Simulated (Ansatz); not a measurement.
# CaF2 (fluorite) by several functionals

All numbers come from Ansatz. Spin-unpolarised throughout; all numbers are computed.

The cell is CaF2 built on the fluorite prototype; cell and atoms were relaxed with r2SCAN. It is cubic, Fm-3m (No. 225); conventional cell a = 5.439 Å, 13.41 Å³ an atom. Around Ca lie 8 F at 2.36 Å; around F lie 4 Ca at 2.36 Å.

```
CELL_PARAMETERS angstrom
0.00000 2.71959 2.71959
2.71959 0.00000 2.71959
2.71959 2.71959 0.00000
ATOMIC_POSITIONS crystal
Ca 0.00000 0.00000 0.00000
F 0.25000 0.25000 0.25000
F 0.75000 0.75000 0.75000
```

Relaxed lattice by functional, symmetry kept:
```
functional  k mesh  a (Å)  volume (Å³/atom)
       PBE   8×8×8  5.510             13.94
    r2SCAN   8×8×8  5.439             13.41
```

Band edges at fixed r2SCAN geometry:
```json
{"level": "PBE", "k mesh": "8×8×8", "gap (eV)": "7.38", "kind": "indirect", "edges": "X → Γ", "least direct gap (eV)": "7.63"}
{"level": "r2SCAN", "k mesh": "8×8×8", "gap (eV)": "8.03", "kind": "indirect", "edges": "X → Γ", "least direct gap (eV)": "8.29"}
{"level": "HSE06", "k mesh": "6×6×6", "gap (eV)": "9.45", "kind": "indirect", "edges": "X → Γ", "least direct gap (eV)": "9.72"}
{"level": "PBE0", "k mesh": "6×6×6", "gap (eV)": "10.21", "kind": "indirect", "edges": "X → Γ", "least direct gap (eV)": "10.48"}
{"level": "G0W0@PBE (120 empty bands, 120 eV, 4×4×4)", "k mesh": "4×4×4", "gap (eV)": "10.42", "kind": "–", "edges": "X → Γ (mesh)", "least direct gap (eV)": "–"}
```
PBE: smearing of 0.02 eV; the others have fixed occupations.
Wave cutoffs: 420 eV, 500 eV (r2SCAN).
The G0W0 gap is PBE's gap over the path plus the quasiparticle shift read on the mesh. G0W0 values are finite-basis, finite-mesh values.

HSE06 gives an indirect gap of 9.45 eV, from X to Γ; the least direct gap is 9.72 eV at Γ.

r2SCAN covers 32 % of the step from PBE to HSE06, while HSE06 needs about 18 times r2SCAN's cost (on a coarser mesh). All these functionals give a gap of the same kind, indirect.

r2SCAN (ground state on 6×6×6): ε∞: 2.19 in all directions. Born charges, averaged over directions: Ca +2.35, F -1.17 e.

The meshes of the hybrids are coarse, so their gaps aren't converged to the digits shown.
